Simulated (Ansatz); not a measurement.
MnS:

```
Mn S
1.0
     0.00000    2.47346    2.47346
     2.47346    0.00000    2.47346
     2.47346    2.47346    0.00000
Mn S
1 1
Direct
  0.00000 0.00000 0.00000
  0.75000 0.75000 0.75000
```

The cell is a database's computed one.

| Item | Value |
| --- | --- |
| Program | Ansatz 0.2.0 |
| Task | relaxation of cell and atoms |
| Functional | RPBE |
| Dispersion | D4 |
| Potentials or basis | Ansatz PAW |
| Cutoff | 420 eV (not typed: the program's choice for these potentials) |
| k mesh | 9 × 9 × 9 |
| Occupations | fermi-dirac, width 0.05 eV |
| Spin | collinear spin, ferromagnetic start |
| Starting moments | [4.0, 0.0] μB |

At the start: volume 15.13 Å³/atom.

**Question.** Where does the relaxation end?

**Answer.** It ends after 5 steps and the volume is 14.61 Å³/atom (-3.5 %); space group F-43m (No. 216, to 0.05 Å); moment 0.18 μB per cell.

The path:
| step | energy change (eV) | largest force (eV/Å) | volume (Å³) |
| --- | --- | --- | --- |
| 1 | 0.0000 | 0.0000 | 30.27 |
| 2 | -0.0146 | 0.0000 | 29.60 |
| 3 | -0.0170 | 0.0000 | 29.19 |
| 4 | -0.0170 | 0.0000 | 29.22 |
| 5 | -0.0168 | 0.0000 | 29.22 |

Final structure:
```yaml
crystal:
  lattice:
    - [0.00000, 2.44457, 2.44457]
    - [2.44457, 0.00000, 2.44457]
    - [2.44457, 2.44457, 0.00000]
  atoms:
    - { symbol: Mn, position: [0.00000, 0.00000, 0.00000] }
    - { symbol: S, position: [0.75000, 0.75000, 0.75000] }
```

Caveat: the plane-wave basis is chosen anew once the cell has moved, so the energies of steps on either side of that aren't comparable; the moment fell far below its start of 4 μB, so a state of higher moment may lie lower in energy; the PAW data sets come from PBE, with cores solved anew for the run's functional, which leaves a small shift of forces and pressure; the starting moments weren't kept.
